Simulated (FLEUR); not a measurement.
Here is a FLEUR MaX-R8.1 (later development tree) calculation.

File inp.xml:

```xml
<?xml version="1.0" encoding="UTF-8" standalone="no"?>
<fleurInput fleurInputVersion="0.39">
   <comment>
      TaN                                                                                                 
   </comment>
   <calculationSetup>
      <cutoffs Kmax="4.56" Gmax="14.1" GmaxXC="14.1" numbands="0"/>
      <scfLoop itmax="100" minDistance="0.0002" maxIterBroyd="50" imix="Anderson" alpha="0.05" precondParam="0.0" spinf="2.0" sdNocoIR="T"/>
      <coreElectrons ctail="F" frcor="F" kcrel="0" coretail_lmax="0"/>
      <xcFunctional name="LibXC" relativisticCorrections="F">
         <LibXCName exchange="mgga_x_r2scan" correlation="mgga_c_r2scan"/>
         <AuxGGA exchange="117" correlation="130"/>
      </xcFunctional>
      <magnetism jspins="2"/>
      <soc l_soc="F" theta="0.0" phi="0.0" spav="F"/>
      <expertModes spex="0" secvar="F"/>
      <geometryOptimization l_f="F" forcealpha="1.0" forcemix="BFGS" epsdisp="0.00001" epsforce="0.00001"/>
      <ldaU l_linMix="F" mixParam="0.05" spinf="1.0"/>
   </calculationSetup>
   <cell>
      <bzIntegration valenceElectrons="32.0" mode="gauss" fermiSmearingEnergy="0.00183747">
         <kPointListSelection listName="default-1"/>
         <!-- k-points included here -->
         <xi:include xmlns:xi="http://www.w3.org/2001/XInclude" href="kpts.xml"> </xi:include>
      </bzIntegration>
      <!-- symmetry operations included here -->
      <xi:include xmlns:xi="http://www.w3.org/2001/XInclude" href="sym.xml"> </xi:include>
      <bulkLattice scale="1.0">
         <bravaisMatrix>
            <row-1>    5.1633132222384779     0.0000000000000000     0.0000000000000000</row-1>
            <row-2>    0.0000000000000000     5.1633132222384779     0.0000000000000000</row-2>
            <row-3>    0.0000000000000000     0.0000000000000000     5.1633132222384779</row-3>
         </bravaisMatrix>
      </bulkLattice>
   </cell>
   <atomSpecies>
      <species name="Tantalum (2.001" element="Ta" atomicNumber="73">
         <mtSphere radius="2.39" gridPoints="791" logIncrement="0.017"/>
         <atomicCutoffs lmax="10" lnonsphr="10"/>
         <electronConfig flipSpins="F">
            <coreConfig>(1s1/2) (2s1/2) (2p1/2) (2p3/2) (3s1/2) (3p1/2) (3p3/2) (4s1/2) (3d3/2) (3d5/2) (4p1/2) (4p3/2) (4d3/2) (4d5/2)</coreConfig>
            <valenceConfig>(5s1/2) (5p1/2) (5p3/2) (6s1/2) (4f5/2) (4f7/2) (5d3/2) (5d5/2)</valenceConfig>
            <stateOccupation state="(5d3/2)" spinUp="0.7005" spinDown="0.4995"/>
            <stateOccupation state="(5d5/2)" spinUp="1.8" spinDown="0.0"/>
         </electronConfig>
         <energyParameters s="6" p="6" d="5" f="4"/>
         <ldaU l="2" U="8" J="0.0" l_amf="F"/>
         <lo type="SCLO" l="0" n="5" eDeriv="0"/>
         <lo type="SCLO" l="1" n="5" eDeriv="0"/>
         <lo type="SCLO" l="3" n="4" eDeriv="2"/>
      </species>
      <species name="Nitrogen (N)" element="N" atomicNumber="7">
         <mtSphere radius="1.58" gridPoints="523" logIncrement="0.02"/>
         <atomicCutoffs lmax="8" lnonsphr="8"/>
         <electronConfig flipSpins="F">
            <coreConfig>(1s1/2)</coreConfig>
            <valenceConfig>(2s1/2) (2p1/2) (2p3/2)</valenceConfig>
            <stateOccupation state="(2p1/2)" spinUp="0.500000" spinDown="0.500000"/>
            <stateOccupation state="(2p3/2)" spinUp="1.000000" spinDown="1.000000"/>
         </electronConfig>
         <energyParameters s="2" p="2" d="3" f="4"/>
         <lo type="SCLO" l="0" n="2" eDeriv="2"/>
         <lo type="SCLO" l="1" n="2" eDeriv="2"/>
         <lo type="SCLO" l="2" n="3" eDeriv="2"/>
      </species>
   </atomSpecies>
   <atomGroups>
      <atomGroup species="Tantalum (2.001">
         <relPos label="                   1">.0000000000 .0000000000 .0000000000</relPos>
         <force calculate="T" relaxXYZ="TTT"/>
      </atomGroup>
      <atomGroup species="Nitrogen (N)">
         <relPos label="                   2">1.000/2.000 1.000/2.000 1.000/2.000</relPos>
         <force calculate="T" relaxXYZ="TTT"/>
      </atomGroup>
   </atomGroups>
   <output dos="F" band="F" slice="F">
      <checks vchk="F" cdinf="F"/>
      <bandDOS minEnergy="-.5*Htr" maxEnergy="0.5*Htr" sigma="0.015" storeEVData="T"/>
      <vacuumDOS vacdos="F" integ="F" star="F" nstars="0" locx1="0.0" locy1="0.0" locx2="0.0" locy2="0.0" nstm="0" tworkf="0.0"/>
      <unfoldingBand unfoldBand="F" supercellX="1" supercellY="1" supercellZ="1"/>
      <plotting iplot="0" polar="F">
         <plot TwoD="T" vec1="  1.0  0.0  0.0" vec2="  0.0  1.0  0.0" vec3="  0.0  0.0  1.0" zero="  0.0  0.0  0.0" file="plot"/>
      </plotting>
      <chargeDensitySlicing numkpt="0" minEigenval="0.0" maxEigenval="0.0" nnne="0" pallst="F"/>
      <specialOutput eonly="F"/>
      <moessbauerParams electricFieldGradient="T" isomerShift="T" coreHyperfine="T" valenceHyperfine="T"/>
      <magneticCircularDichroism mcd="F" energyLo="-10.0" energyUp="0.0"/>
   </output>
  <!-- We include the file relax.xml here to enable relaxations (see documentation) -->
  <xi:include xmlns:xi="http://www.w3.org/2001/XInclude" href="relax.xml"> <xi:fallback/> </xi:include>
</fleurInput>
```

Contents of crystal.txt:

```
TaN
&input cartesian=F /
2.7323076900  0.0000000000  0.0000000000
0.0000000000  2.7323076900  0.0000000000
0.0000000000  0.0000000000  2.7323076900
1.8897261246
1.0 1.0 1.0

2
73 0.0000000000  0.0000000000  0.0000000000 : 2.001
7 0.5000000000  0.5000000000  0.5000000000

&kpt div1=7 div2=7 div3=7 gamma=T /
```

Potentials or basis: all-electron, FLAPW.

Command:

```sh
$ inpgen -f crystal.txt -profile fastHighL
$ # inp.xml edited to the form shown
$ fleur_MPI
```

Problem. What does it give for the site moments?

Solution. Ta +0.17; N +0.00 μB.

Problem. What does it give for the net moment?

Solution. 0.22 μB per cell.

Core levels (eV from the Fermi level):
| atom | levels |
| --- | --- |
| 1 Ta | 1s1/2 -67279.8, 2s1/2 -11549.6, 2p1/2 -11035.6, 2p3/2 -9765.4, 3s1/2 -2643.7, 3p1/2 -2415.8, 3p3/2 -2142.3, 4s1/2 -537.0, 3d3/2 -1758.4, 3d5/2 -1698.8, 4p1/2 -443.0, 4p3/2 -380.1, 4d3/2 -226.0, 4d5/2 -214.5 |
| 2 N | 1s1/2 -377.9 |

Caveat: with Gaussian smearing the program prints no entropy term, so the energy of a metal isn't a free energy; the meta-GGA is that of a development version, with a GGA for the radial functions and cores and without core tails. Spin-orbit coupling is left out, which matters for the levels of Ta.
